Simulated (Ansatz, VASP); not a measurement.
**Two plane-wave programs on Sb**

```
CELL_PARAMETERS angstrom
3.31518 0.00000 0.00000
0.00000 5.49562 0.00000
0.00000 0.00000 25.52710
ATOMIC_POSITIONS crystal
Sb 0.00000 0.25000 0.31377
Sb 0.00000 0.75000 0.35412
Sb 0.50000 0.25000 0.41855
Sb 0.50000 0.75000 0.46287
Sb 0.00000 0.25000 0.53713
Sb 0.00000 0.75000 0.58145
Sb 0.50000 0.25000 0.64588
Sb 0.50000 0.75000 0.68623
```

Alike in both runs: functional PBEsol; k mesh 10 × 7 × 1; occupations gaussian, width 0.1 eV; no spin polarisation.

Ansatz relaxed the structure, and its values are those at the end. VASP's run is a single point on that final structure, the one shown.

|  | VASP | Ansatz |
| --- | --- | --- |
| version | VASP 6.6.1 | Ansatz 0.2.0 |
| potentials or method | VASP PAW PBE potentials, release 64 (Sb) | scalar-relativistic, plane waves, PAW |
| plane-wave cutoff (eV) | 520 | 420 |
| valence electrons in the cell | 40 | 120 |

VASP gave:

| Quantity | Value |
| --- | --- |
| gap on the k mesh at the Fermi level (eV) | none |
| rms of the force components (eV/Å) | 0.008 |

**Question.** Which values does Ansatz return?

**Answer.** gap on the k mesh at the Fermi level (eV): none; rms of the force components (eV/Å): 0.000.

A gap of «none» marks a metal or a gap that the smearing closes. The functional is the same, so the differences come from potentials, cutoffs and numerics. The two sets of potentials don't hold the same shells in valence.

Caveats: the PAW data sets were made with another functional, which shifts forces and pressure a little (VASP). Spin-orbit coupling is left out, which matters for the levels of Sb.
